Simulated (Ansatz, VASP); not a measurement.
**One calculation of Zn, two programs**

Contents of INCAR:

```
SYSTEM = Zn
PREC = Accurate
ENCUT = 520
EDIFF = 1E-6
ISMEAR = -1
SIGMA = 0.1
LREAL = .False.
LASPH = .True.
NELM = 60
ALGO = Normal
ISIF = 2
LWAVE = .False.
LCHARG = .False.
GGA = PE
NBANDS = 12
```

File KPOINTS:

```
regular mesh
0
Gamma
  16 16 16
  0 0 0
```

Contents of POSCAR:

```
Zn
1.0
   -1.5227676396      1.5227676396      1.5227676396
    1.5227676396     -1.5227676396      1.5227676396
    1.5227676396      1.5227676396     -1.5227676396
Zn
1
Direct
    0.0000000000      0.0000000000      0.0000000000
```

Input for Ansatz:

```yaml
crystal:
  lattice:
    - [-1.5227676396, 1.5227676396, 1.5227676396]
    - [1.5227676396, -1.5227676396, 1.5227676396]
    - [1.5227676396, 1.5227676396, -1.5227676396]
  atoms:
    - { symbol: Zn, position: [0.0, 0.0, 0.0] }
hamiltonian:
  xc: pbe
  pseudopotentials:
    kind: paw
    azcp:
      Zn: "pseudopotentials/Zn.paw.azcp"
basis:
  ecutwfc: 420
  fft_grid_basis: typed
kpoints:
  mp_grid: { grid: [16, 16, 16], shift: [0, 0, 0] }
magnetization:
  spin_polarized: false
scf:
  occupations: { method: fermi_dirac, width: 0.1 }
  lower_state_search: "off"
output:
  stress: true
```

Alike in both runs: task single point; functional PBE; k mesh 16 × 16 × 16; occupations fermi-dirac, width 0.1 eV; no spin polarisation.

|  | VASP | Ansatz |
| --- | --- | --- |
| version | VASP 6.6.1 | Ansatz 0.2.0 |
| potentials or method | VASP PAW PBE potentials, release 64 (Zn) | plane waves (420 eV) with PAW, scalar-relativistic |
| plane-wave cutoff (eV) | 520 | 420 |
| valence electrons in the cell | 12 | 12 |

```tsv
	VASP	Ansatz	Ansatz less VASP
pressure (GPa)	7.5	7.0	-0.45
```
